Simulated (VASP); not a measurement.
# MgO (Periclase) (Fm-3m) in VASP: notebook

One crystal, MgO (Periclase), is run at these levels: PBEsol; tasks: relaxation of the atoms.

Everything below comes from runs of VASP 6.6.1. Logs are shortened: lines on timing, memory, paths and dates and some standing lists are left out, and cuts for length are marked.

**Measured values to compare with.**

From “Electronic structure of alkaline earth and post-transition metal oxides”, 2009, arxiv:0908.1581, for a bulk crystal of MgO: band gap 7.83 eV.

The results are compared with them further down.

### 1 Starting point

The structure is cubic, space group Fm-3m (No. 225). Conventional cell: a = 4.208 Å, b = 4.208 Å, c = 4.208 Å, α = 90.00°, β = 90.00°, γ = 90.00°. Mg (site symmetry m-3m) has 6 O at 2.10 Å as nearest neighbours. O (site symmetry m-3m) has 6 Mg at 2.10 Å as nearest neighbours.

### 2 Relaxation of the atoms, PBEsol (a relaxed cell with its volume scaled by 0.94)

INCAR reads:

```
PREC = Accurate
ENCUT = 600
EDIFF = 1E-7
ISMEAR = 0
SIGMA = 0.03
LREAL = False
LASPH = True
NELM = 80
ALGO = Normal
ISIF = 2
LWAVE = False
LCHARG = False
GGA = PS
IBRION = 2
NSW = 40
EDIFFG = -0.01
```

KPOINTS reads:

```
regular mesh
0
Gamma
  12 12 12
```

POSCAR reads:

```
MgO                                     
1.0
    0.0000000000      2.0609739981      2.0609739981
    2.0609739981      0.0000000000      2.0609739981
    2.0609739981      2.0609739981      0.0000000000
  Mg              O             
     1     1
Direct
     0.0000000000000000    0.0000000000000000    0.0000000000000000
     0.5000000000000000    0.5000000000000000    0.5000000000000000
```

Potentials or basis: VASP PAW PBE potentials, release 64 (Mg, O).

Started as:

```
> cat potpaw_PBE.64/Mg/POTCAR potpaw_PBE.64/O/POTCAR > POTCAR
> mpirun -np 1 vasp_std > vasp.out
```

OUTCAR:

```text
PREC = Accurate
   ENCUT = 600
   EDIFF = 1E-7
   ISMEAR = 0
   LREAL = False
   LASPH = True
   NELM = 80
   ISIF = 2
   GGA = PS
   IBRION = 2
   NSW = 40
   EDIFFG = -0.01

 ion  position               nearest neighbor table
   1  0.000  0.000  0.000-   2 2.06   2 2.06   2 2.06   2 2.06   2 2.06   2 2.06
   2  0.500  0.500  0.500-   1 2.06   1 2.06   1 2.06   1 2.06   1 2.06   1 2.06

  LATTYP: Found a face centered cubic cell.
 ALAT       =     4.1219479962

  Lattice vectors:

 A1 = (   0.0000000000,   2.0609739981,   2.0609739981)
 A2 = (   2.0609739981,   0.0000000000,   2.0609739981)
 A3 = (   2.0609739981,   2.0609739981,   0.0000000000)

Analysis of symmetry for initial positions (statically):
=====================================================================
 Subroutine PRICEL returns:
 Original cell was already a primitive cell.

 Routine SETGRP: Setting up the symmetry group for a
 face centered cubic supercell.

 Subroutine GETGRP returns: Found 48 space group operations
 (whereof 48 operations were pure point group operations)
 out of a pool of 48 trial point group operations.

The static configuration has the point symmetry O_h .

Analysis of symmetry for dynamics (positions and initial velocities):
=====================================================================
 Subroutine PRICEL returns:
 Original cell was already a primitive cell.

 Routine SETGRP: Setting up the symmetry group for a
 face centered cubic supercell.

 Subroutine GETGRP returns: Found 48 space group operations
 (whereof 48 operations were pure point group operations)
 out of a pool of 48 trial point group operations.

The dynamic configuration has the point symmetry O_h .

 Subroutine INISYM returns: Found 48 space group operations
 (whereof 48 operations are pure point group operations),
 and found     1 'primitive' translations

----------------------------------------------------------------------------------------

                                     Primitive cell

  volume of cell :      17.5084

  direct lattice vectors                    reciprocal lattice vectors
     0.000000000  2.060973998  2.060973998    -0.242603740  0.242603740  0.242603740
     2.060973998  0.000000000  2.060973998     0.242603740 -0.242603740  0.242603740
     2.060973998  2.060973998  0.000000000     0.242603740  0.242603740 -0.242603740

  length of vectors
     2.914657380  2.914657380  2.914657380     0.420202004  0.420202004  0.420202004

  position of ions in fractional coordinates (direct lattice)
     0.000000000  0.000000000  0.000000000
     0.500000000  0.500000000  0.500000000

  ion indices of the primitive-cell ions
   primitive index   ion index
                 1           1
                 2           2

----------------------------------------------------------------------------------------

 KPOINTS: regular mesh

Automatic generation of k-mesh.
 Grid dimensions read from file:
 generate k-points for:   12   12   12

 Generating k-lattice:

  Cartesian coordinates                     Fractional coordinates (reciprocal lattice)
    -0.020216978  0.020216978  0.020216978     0.083333333  0.000000000  0.000000000
     0.020216978 -0.020216978  0.020216978     0.000000000  0.083333333  0.000000000
     0.020216978  0.020216978 -0.020216978     0.000000000  0.000000000  0.083333333

  Length of vectors
     0.035016834  0.035016834  0.035016834

  Shift w.r.t. Gamma in fractional coordinates (k-lattice)
     0.000000000  0.000000000  0.000000000

 Subroutine IBZKPT returns following result:
 ===========================================

 Found     72 irreducible k-points:

 Following reciprocal coordinates:
            Coordinates               Weight
  0.000000  0.000000  0.000000      1.000000
  0.083333  0.000000  0.000000      8.000000
  0.166667  0.000000  0.000000      8.000000
  0.250000  0.000000  0.000000      8.000000
  0.333333  0.000000  0.000000      8.000000
  0.416667  0.000000  0.000000      8.000000
[... 16 lines left out ...]
  0.500000  0.166667  0.000000     24.000000
 -0.416667  0.166667  0.000000     24.000000
 [... further k-points ...]
   k-points           NKPTS =     72   k-points in BZ     NKDIM =     72   number of bands    NBANDS=      8
   number of dos      NEDOS =    301   number of ions     NIONS =      2
   total plane-waves  NPLWV =  13824
   dimension x,y,z NGX =    24 NGY =   24 NGZ =   24
   dimension x,y,z NGXF=    48 NGYF=   48 NGZF=   48
   ions per type =               1   1
   NGX,Y,Z   is equivalent  to a cutoff of  13.69, 13.69, 13.69 a.u.
   NGXF,Y,Z  is equivalent  to a cutoff of  27.38, 27.38, 27.38 a.u.
 SYSTEM =  unknown system
   PREC   = accura    normal or accurate (medium, high low for compatibility)
   ISTART =      0    job   : 0-new  1-cont  2-samecut
   ICHARG =      2    charge: 1-file 2-atom 10-const
   ISPIN  =      1    spin polarized calculation?
   LNONCOLLINEAR =      F non collinear calculations
   LSORBIT =      F    spin-orbit coupling
   LASPH  =      T    aspherical Exc in radial PAW
   ENCUT  =  600.0 eV  44.10 Ry    6.64 a.u.   5.82  5.82  5.82*2*pi/ulx,y,z
   NELM   =     80;   NELMIN=  2; NELMDL= -5     # of ELM steps
   EDIFF  = 0.1E-06   stopping-criterion for ELM
   LREAL  =      F    real-space projection
   EDIFFG = -.1E-01   stopping-criterion for IOM
   NSW    =     40    number of steps for IOM
   IBRION =      2    ionic relax: 0-MD 1-quasi-New 2-CG
   NFREE  =      1    steps in history (QN), initial steepest desc. (CG)
   ISIF   =      2    stress and relaxation
   ISYM   =      2    0-nonsym 1-usesym 2-fastsym
   POTIM  = 0.5000    time-step for ionic-motion
   TEBEG  =    0.0;   TEEND  =   0.0 temperature during run
   PSTRESS=    0.0 pullay stress
   NELECT =       8.0000    total number of electrons
   NUPDOWN=      -1.0000    fix difference up-down
   EMIN   =  10.00;   EMAX   =-10.00  energy-range for DOS
   EFERMI =   0.00;   METHOD = LEGACY
   ISMEAR =     0;   SIGMA  =   0.03  broadening in eV -4-tet -1-fermi 0-gaus
   EFERMI_NEDOS =   21; number of points for ismear=-14 and -15
   IALGO  =     38    algorithm
   IMIX   =      4    mixing-type and parameters
     AMIX     =   0.40;   BMIX     =  1.00
     AMIX_MAG =   1.60;   BMIX_MAG =  1.00
  volume/ion in A,a.u.               =       8.75        59.08
  Fermi-wavevector in a.u.,A,eV,Ry     =   1.260924  2.382801 21.632309  1.589930
  Thomas-Fermi vector in A             =   2.394409
   LORBIT       =      0    0 simple, 1 ext, 2 COOP (PROOUT), +10 PAW based schemes
   GGA     = PS    functional components
   LHFCALC =     F    Hartree Fock is set to
   AEXX    =    0.0000 exact exchange contribution
   IVDW    =     0    specifies the selected vdW correction
   LEPSILON=     F    determine dielectric tensor
   LRPA    =     F    only Hartree local field effects (RPA)
 conjugate gradient relaxation of ions
 non-spin polarized calculation
 Gauss-broadening in eV      SIGMA  =   0.03
  energy-cutoff  :      600.00
  volume of cell :       17.51
 maximum number of plane-waves:       604
   NGX = 11   NGY = 11   NGZ = 11

 number of electron       7.9999997 magnetization

 Free energy of the ion-electron system (eV)
  ---------------------------------------------------
  ext. energy  EPLUGINS =         0.00000000
  ---------------------------------------------------
  free energy    TOTEN  =       -12.47501643 eV

  energy without entropy =      -12.47501643  energy(sigma->0) =      -12.47501643

 E-fermi :   3.7732     XC(G=0): -11.6279

 val. band max:        3.5701777690   @ k =   0.0000   0.0000   0.0000
 cond. band min:       8.8588421242   @ k =   0.0000   0.0000   0.0000
 fundamental gap:      5.2886643553
 Fermi energy:         3.7731700655

 k-point     1 :       0.0000    0.0000    0.0000
  band No.  band energies     occupation
      1     -13.9852      2.00000
      2       3.5702      2.00000
      3       3.5702      2.00000
      4       3.5702      2.00000
      5       8.8588      0.00000
      6      19.5622      0.00000
      7      19.5622      0.00000
      8      19.5622      0.00000

 k-point     2 :       0.0833    0.0000    0.0000
  band No.  band energies     occupation
      1     -13.9013      2.00000
      2       3.0830      2.00000
      3       3.5159      2.00000
      4       3.5159      2.00000
      5       9.3120      0.00000
      6      18.5767      0.00000
      7      19.7508      0.00000
      8      19.7508      0.00000

 k-point     3 :       0.1667    0.0000    0.0000
  band No.  band energies     occupation
      1     -13.6631      2.00000
      2       1.9860      2.00000
      3       3.3716      2.00000
      4       3.3716      2.00000
      5      10.2735      0.00000
      6      17.2061      0.00000
      7      20.2122      0.00000
      8      20.2122      0.00000

 k-point     4 :       0.2500    0.0000    0.0000
  band No.  band energies     occupation
      1     -13.3131      2.00000
      2       0.7476      2.00000
      3       3.1827      2.00000
      4       3.1827      2.00000
      5      11.1648      0.00000
      6      16.3969      0.00000
      7      20.6019      0.00000
      8      20.6019      0.00000

 k-point     5 :       0.3333    0.0000    0.0000
  band No.  band energies     occupation
      1     -12.9281      2.00000
      2      -0.3574      2.00000
      3       3.0023      2.00000
      4       3.0023      2.00000
      5      11.6318      0.00000
      6      16.3155      0.00000
      7      20.6265      0.00000
      8      20.6265      0.00000
[... 177 lines left out ...]
 k-point    22 :       0.4167    0.1667    0.0000
  band No.  band energies     occupation
      1     -12.6568      2.00000
      2      -0.4672      2.00000
      3       2.2646      2.00000
      4       2.6666      2.00000
      5      12.7765      0.00000
      6      15.6550      0.00000
      7      18.7745      0.00000
      8      21.2888      0.00000

 k-point    23 :       0.5000    0.1667    0.0000
  band No.  band energies     occupation
      1     -12.4349      2.00000
      2      -0.9245      2.00000
      3       1.9827      2.00000
      4       2.6351      2.00000
      5      12.8744      0.00000
      6      16.2856      0.00000
      7      18.3933      0.00000
      8      21.1717      0.00000

 k-point    24 :      -0.4167    0.1667    0.0000
  band No.  band energies     occupation
      1     -12.4001      2.00000
      2      -0.9766      2.00000
      3       1.8353      2.00000
      4       2.6942      2.00000
      5      12.9326      0.00000
      6      16.4658      0.00000
      7      18.3570      0.00000
      8      21.1336      0.00000

 [... further k-points ...]

------------------------ aborting loop because EDIFF is reached ----------------------------------------

  FORCE on cell =-STRESS in cart. coord.  units (eV):
  Direction    XX          YY          ZZ          XY          YZ          ZX
  --------------------------------------------------------------------------------------
  -------------------------------------------------------------------------------------
  Total        1.2422600      1.2422600      1.2422600      0.0000000      0.0000000      0.0000000
  in kB      113.6777678    113.6777678    113.6777678      0.0000000      0.0000000      0.0000000
  external PRESSURE =     113.6777678 kB  Pullay stress =       0.0000000 kB

 VOLUME and BASIS-vectors are now :
 -----------------------------------------------------------------------------
  energy-cutoff  :      600.00
  volume of cell :       17.51
      direct lattice vectors                 reciprocal lattice vectors
     0.000000000  2.060973998  2.060973998    -0.242603740  0.242603740  0.242603740
     2.060973998  0.000000000  2.060973998     0.242603740 -0.242603740  0.242603740
     2.060973998  2.060973998  0.000000000     0.242603740  0.242603740 -0.242603740

 POSITION                                       TOTAL-FORCE (eV/Angst)
 -----------------------------------------------------------------------------------
      0.00000      0.00000      0.00000         0.000000      0.000000      0.000000
      2.06097      2.06097      2.06097        -0.000000     -0.000000     -0.000000
 -----------------------------------------------------------------------------------
    total drift:                               -0.000000     -0.000000      0.000000

  FREE ENERGIE OF THE ION-ELECTRON SYSTEM (eV)
  ---------------------------------------------------
  free  energy   TOTEN  =       -12.4750164260 eV

  energy  without entropy=      -12.4750164260  energy(sigma->0) =      -12.47501643

 reached required accuracy - stopping structural energy minimisation
```

Run time: 8.8 s. Hardware: 1 thread of AMD EPYC 9R14 (Zen 4), shared host; peak memory 0.11 GiB.

Results:

```
Free energy             : -12.4750 eV
Pressure after relaxing : 11.4 GPa
Band gap on the k mesh  : 5.29 eV, direct
```

Final structure:
```
Mg O
1.0
     0.00000    2.06097    2.06097
     2.06097    0.00000    2.06097
     2.06097    2.06097    0.00000
Mg O
1 1
Direct
  0.00000 0.00000 0.00000
  0.50000 0.50000 0.50000
```

Levels at points of the mesh, in eV from the valence-band top:
| k point | band 1 | band 2 | band 3 | band 4 | band 5 | band 6 | band 7 | band 8 |
| --- | --- | --- | --- | --- | --- | --- | --- | --- |
| (0.00, 0.00, 0.00) | -17.56 | 0.00 | 0.00 | 0.00 | 5.29 | 15.99 | 15.99 | 15.99 |
| (0.50, 0.00, 0.00) | -16.07 | -4.98 | -0.74 | -0.74 | 8.16 | 13.24 | 16.85 | 16.85 |
| (0.50, 0.50, 0.00) | -15.78 | -4.42 | -1.46 | -1.46 | 8.98 | 10.59 | 13.67 | 19.85 |

Caveat: the relaxation stopped at its first step, so nothing moved; the PAW data sets were made with another functional, which shifts forces and pressure a little. A k mesh can miss the band edges.

### 3 Relaxation of the atoms, PBEsol (a relaxed cell with its volume scaled by 0.96)

INCAR is that of step 2.

KPOINTS is that of step 2.

POSCAR reads:

```
MgO                                     
1.0
    0.0000000000      2.0754883777      2.0754883777
    2.0754883777      0.0000000000      2.0754883777
    2.0754883777      2.0754883777      0.0000000000
  Mg              O             
     1     1
Direct
     0.0000000000000000    0.0000000000000000    0.0000000000000000
     0.5000000000000000    0.5000000000000000    0.5000000000000000
```

Potentials or basis: VASP PAW PBE potentials, release 64 (Mg, O).

Started as:

```
> cat potpaw_PBE.64/Mg/POTCAR potpaw_PBE.64/O/POTCAR > POTCAR
> mpirun -np 1 vasp_std > vasp.out
```

OUTCAR:

```text
PREC = Accurate
   ENCUT = 600
   EDIFF = 1E-7
   ISMEAR = 0
   LREAL = False
   LASPH = True
   NELM = 80
   ISIF = 2
   GGA = PS
   IBRION = 2
   NSW = 40
   EDIFFG = -0.01

 ion  position               nearest neighbor table
   1  0.000  0.000  0.000-   2 2.08   2 2.08   2 2.08   2 2.08   2 2.08   2 2.08
   2  0.500  0.500  0.500-   1 2.08   1 2.08   1 2.08   1 2.08   1 2.08   1 2.08

  LATTYP: Found a face centered cubic cell.
 ALAT       =     4.1509767554

  Lattice vectors:

 A1 = (   0.0000000000,   2.0754883777,   2.0754883777)
 A2 = (   2.0754883777,   0.0000000000,   2.0754883777)
 A3 = (   2.0754883777,   2.0754883777,   0.0000000000)

Analysis of symmetry for initial positions (statically):
=====================================================================
 Subroutine PRICEL returns:
 Original cell was already a primitive cell.

 Routine SETGRP: Setting up the symmetry group for a
 face centered cubic supercell.

 Subroutine GETGRP returns: Found 48 space group operations
 (whereof 48 operations were pure point group operations)
 out of a pool of 48 trial point group operations.
[... 170 lines left out ...]
 Fermi energy:         3.5262696242

 k-point     1 :       0.0000    0.0000    0.0000
  band No.  band energies     occupation
      1     -14.0364      2.00000
      2       3.4021      2.00000
      3       3.4021      2.00000
      4       3.4021      2.00000
      5       8.4732      0.00000
      6      19.2787      0.00000
      7      19.2787      0.00000
      8      19.2787      0.00000
[... 243 lines left out ...]
 k-point    24 :      -0.4167    0.1667    0.0000
  band No.  band energies     occupation
      1     -12.5124      2.00000
      2      -1.0538      2.00000
      3       1.7106      2.00000
      4       2.5541      2.00000
      5      12.6163      0.00000
      6      16.0870      0.00000
      7      17.9524      0.00000
      8      20.7207      0.00000

 [... further k-points ...]

------------------------ aborting loop because EDIFF is reached ----------------------------------------

  FORCE on cell =-STRESS in cart. coord.  units (eV):
  Direction    XX          YY          ZZ          XY          YZ          ZX
  --------------------------------------------------------------------------------------
  -------------------------------------------------------------------------------------
  Total        0.8012570      0.8012570      0.8012570      0.0000000      0.0000000     -0.0000000
  in kB       71.7945552     71.7945552     71.7945552      0.0000000      0.0000000     -0.0000000
  external PRESSURE =      71.7945552 kB  Pullay stress =       0.0000000 kB

 VOLUME and BASIS-vectors are now :
 -----------------------------------------------------------------------------
  energy-cutoff  :      600.00
  volume of cell :       17.88
      direct lattice vectors                 reciprocal lattice vectors
     0.000000000  2.075488378  2.075488378    -0.240907155  0.240907155  0.240907155
     2.075488378  0.000000000  2.075488378     0.240907155 -0.240907155  0.240907155
     2.075488378  2.075488378  0.000000000     0.240907155  0.240907155 -0.240907155

 POSITION                                       TOTAL-FORCE (eV/Angst)
 -----------------------------------------------------------------------------------
      0.00000      0.00000      0.00000        -0.000000     -0.000000     -0.000000
      2.07549      2.07549      2.07549         0.000000      0.000000      0.000000
 -----------------------------------------------------------------------------------
    total drift:                               -0.000000     -0.000000      0.000000

  FREE ENERGIE OF THE ION-ELECTRON SYSTEM (eV)
  ---------------------------------------------------
  free  energy   TOTEN  =       -12.4974891638 eV

  energy  without entropy=      -12.4974891638  energy(sigma->0) =      -12.49748916

 reached required accuracy - stopping structural energy minimisation
```

Wall time 8.2 s (1 thread of AMD EPYC 9R14 (Zen 4), shared host); peak memory 0.11 GiB.

Results:

```
Free energy             : -12.4975 eV
Pressure after relaxing : 7.2 GPa
Band gap on the k mesh  : 5.07 eV, direct
```

Final structure:
```cif
data_structure
_symmetry_space_group_name_H-M 'P 1'
_symmetry_Int_Tables_number 1
_cell_length_a 2.9352
_cell_length_b 2.9352
_cell_length_c 2.9352
_cell_angle_alpha 60.000
_cell_angle_beta 60.000
_cell_angle_gamma 60.000
_cell_volume 17.88
loop_
_atom_site_label
_atom_site_type_symbol
_atom_site_fract_x
_atom_site_fract_y
_atom_site_fract_z
_atom_site_occupancy
Mg1 Mg 0.00000 0.00000 0.00000 1
O1 O 0.50000 0.50000 0.50000 1
```

Caveat: the relaxation stopped at its first step, so nothing moved; the PAW data sets were made with another functional, which shifts forces and pressure a little. A k mesh can miss the band edges.

(Continued in part 2 of 2.)
